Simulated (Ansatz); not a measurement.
Free-standing chains of the atoms of Fe, named by their start (strip: triangular double chain, ladder: square double chain); atoms and period are relaxed, and energies count from relaxed bulk Fe (Im-3m, 11.35 Å³/atom, gap on the mesh 0.00 eV).

Computed with DFT PBE, scalar-relativistic, plane waves, PAW in Ansatz 0.2.0.

Cutoff 420 eV; k points 1×1×27 on the computed 2-atom cell (Γ-centred); Gaussian smearing, width 0.05 eV; collinear spin from starting moments 2.44 2.44 μB.

Start (strip chain):

```
Fe
1.0
    11.00000    0.00000    0.00000
     0.00000    9.30000    0.00000
     0.00000    0.00000    2.33942
Fe
2
Direct
  0.40971 0.50000 0.00000
  0.59029 0.50000 0.50000
```

What does the relaxation give?

The free energy falls by 6 meV/atom.

```
excess energy (eV per host atom) : 2.281
period (Å)                       : 2.375
gap on the mesh (eV)             : 0
size of the moment (μB per cell) : 6.37
```

Relaxed structure:
```xyz
2
Lattice="11.0000 0.0000 0.0000 0.0000 9.3000 0.0000 0.0000 0.0000 2.3753" Properties=species:S:1:pos:R:3 pbc="T T T"
Fe    4.4866    4.6500    0.0000
Fe    6.5134    4.6500    1.1876
```

Each run keeps its start's symmetry and one magnetic start, so lower states can exist.

The run took 64 s on 2 threads of AMD EPYC 7R43 64-Core Processor (Zen 3), on a shared host, peak memory 0.6 GiB.